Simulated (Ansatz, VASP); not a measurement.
Rb: VASP beside Ansatz

File INCAR:

```
SYSTEM = Rb
ALGO     = Fast           ! electronic algorithm
EDIFF    = 1E-6           ! SCF threshold, eV
ENCUT    = 520            ! plane-wave cutoff, eV
GGA      = PE             ! functional
ISIF     = 2              ! what is computed and relaxed
ISMEAR   = 0              ! smearing method
LASPH    = .True.         ! aspherical terms in the spheres
LCHARG   = .True.         ! write CHGCAR
LELF     = .True.         ! ELF
LREAL    = .False.        ! projectors in reciprocal space
LVHAR    = .True.       
LWAVE    = .False.        ! write WAVECAR
NBANDS   = 10             ! bands
NELM     = 100            ! most SCF steps
PREC     = Accurate       ! precision mode
SIGMA    = 0.15           ! smearing width, eV
```

Contents of KPOINTS:

```
k-points
0
Gamma
  14 14 14
  0 0 0
```

POSCAR

```
Rb
1.0
   -3.1497870668      3.1497870668      2.2268994562
    3.1497870668     -3.1497870668      2.2268994562
    3.1497870668      3.1497870668     -2.2268994562
Rb
1
Direct
    0.0000000000      0.0000000000      0.0000000000
```

Input for Ansatz:

```yaml
crystal:
  lattice:
    - [-3.1497870668, 3.1497870668, 2.2268994562]
    - [3.1497870668, -3.1497870668, 2.2268994562]
    - [3.1497870668, 3.1497870668, -2.2268994562]
  atoms:
    - { symbol: Rb, position: [0.0, 0.0, 0.0] }
basis:
  ecutwfc: 420
kpoints:
  mp_grid: { grid: [14, 14, 14] }
hamiltonian:
  xc: pbe
scf:
  occupations: { method: gaussian, width: 0.15 }
output:
  forces: true
  stress: true
  eigenvalues: true
```

Alike in both runs: task single point; functional PBE; k mesh 14 × 14 × 14; occupations gaussian, width 0.15 eV; no spin polarisation.

```csv
,VASP,Ansatz
version,VASP 6.6.1,Ansatz 0.2.0
potentials or method,"VASP PAW PBE potentials, release 64 (Rb_sv)","scalar-relativistic, plane waves, PAW"
plane-wave cutoff (eV),520,420
valence electrons in the cell,9,9
```

|  | VASP | Ansatz | Ansatz less VASP |
| --- | --- | --- | --- |
| gap on the k mesh at the Fermi level (eV) | none | none | - |
| pressure (GPa) | 0.2 | 0.2 | 0.00 |
| largest component of the traceless stress (GPa) | 0.59 | 0.59 | -0.001 |

A gap of «none» marks a metal or a gap that the smearing closes.
